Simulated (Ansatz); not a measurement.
# Na4H: the cost of one run

Computed with Ansatz 0.2.0 (DFT PBE, scalar-relativistic, plane waves, PAW, unless a step's input says otherwise).

20 further runs of the same task are left out: 1 that didn't finish, 19 set aside as unsound or not needed.

## (1) Starting point

Symmetry: P1, No. 1, triclinic system. Conventional cell: a = 7.267 Å, b = 7.267 Å, c = 20.967 Å, α = 90.00°, β = 90.00°, γ = 109.47°. Na (site symmetry 1) is surrounded by 6 Na at 3.63 Å. Around Na (site symmetry 1) lie 2 H at 2.69 to 2.78 Å. Na (site symmetry 1) is surrounded by 1 H at 2.23 Å. Around Na (site symmetry 1) lie 6 Na at 3.63 Å and 1 H at 3.95 Å. Na (site symmetry 1) is surrounded by 1 H at 2.48 Å. Only part of the 10 independent sites is listed.

Structure file:

```cif
data_structure
_symmetry_space_group_name_H-M 'P1'
_symmetry_Int_Tables_number 1
_cell_length_a 7.2665
_cell_length_b 7.2665
_cell_length_c 20.9665
_cell_angle_alpha 90.000
_cell_angle_beta 90.000
_cell_angle_gamma 109.471
_cell_volume 1043.76
loop_
_atom_site_label
_atom_site_type_symbol
_atom_site_symmetry_multiplicity
_atom_site_Wyckoff_symbol
_atom_site_fract_x
_atom_site_fract_y
_atom_site_fract_z
_atom_site_occupancy
Na1 Na 1 a 0.25000 0.25000 0.19078 1
Na2 Na 1 a 0.25000 0.75000 0.19078 1
Na3 Na 1 a 0.75000 0.25000 0.19078 1
Na4 Na 1 a 0.75000 0.75000 0.19078 1
Na5 Na 1 a 0.00000 0.00000 0.33227 1
Na6 Na 1 a 0.00000 0.50000 0.33227 1
Na7 Na 1 a 0.50000 0.00000 0.33227 1
Na8 Na 1 a 0.50000 0.50000 0.33227 1
H1 H 1 a 0.12194 0.33333 0.39952 1
H2 H 1 a 0.21139 0.33333 0.39952 1
```

This is the geometry of the first run shown, built on a cell relaxed beforehand with the same method.

## (2) The scan

Atoms count from 1 in the order of the input.

H2 lies flat over one site of a rigid substrate while its bond length and height are varied.

- distance H9-H10: 8 values from 0.650 to 2.650 Å
- height of the H2 axis above the plane of Na5: 9 values from 0.45 to 3.60 Å

Nothing else is relaxed. Points are written as (first, second).

## (3) The run at (0.650 Å, 1.41 Å)

A dipole layer in the vacuum cancels the field that periodic copies would set up if the slab's two faces differ.

Contents of input.yaml:

```yaml
crystal:
  lattice:
    - [7.2665054626, 0.0, 0.0]
    - [-2.4221684875, 6.8509270508, 0.0]
    - [0.0, 0.0, 20.9665384335]
  atoms:
    - { symbol: Na, position: [0.25, 0.25, 0.1907801811] }
    - { symbol: Na, position: [0.25, 0.75, 0.1907801811] }
    - { symbol: Na, position: [0.75, 0.25, 0.1907801811] }
    - { symbol: Na, position: [0.75, 0.75, 0.1907801811] }
    - { symbol: Na, position: [0.0, 0.0, 0.332269366] }
    - { symbol: Na, position: [0.0, 0.5, 0.332269366] }
    - { symbol: Na, position: [0.5, 0.0, 0.332269366] }
    - { symbol: Na, position: [0.5, 0.5, 0.332269366] }
    - { symbol: H, position: [0.1219409038, 0.3333333333, 0.3995193799] }
    - { symbol: H, position: [0.2113924295, 0.3333333333, 0.3995193799] }
basis:
  ecutwfc: 420
kpoints:
  mp_grid: { grid: [4, 4, 1] }
hamiltonian:
  xc: pbe
scf:
  occupations: { method: gaussian, width: 0.1 }
output:
  forces: true
  eigenvalues: true
efield:
  axis: 3
  dipole_correction: true
  ramp_width: 0.04
```

Command:

```sh
ansatz run input.yaml --threads 1 --pin off --max-ram 3072MiB --backend cpu --events-out ev --progress --plain --runs-dir out
```

Q: Estimate wall time and peak memory on 1 thread of AMD EPYC 7R43 (Zen 3), shared host.

About 25 s, with a peak of 0.95 GiB.
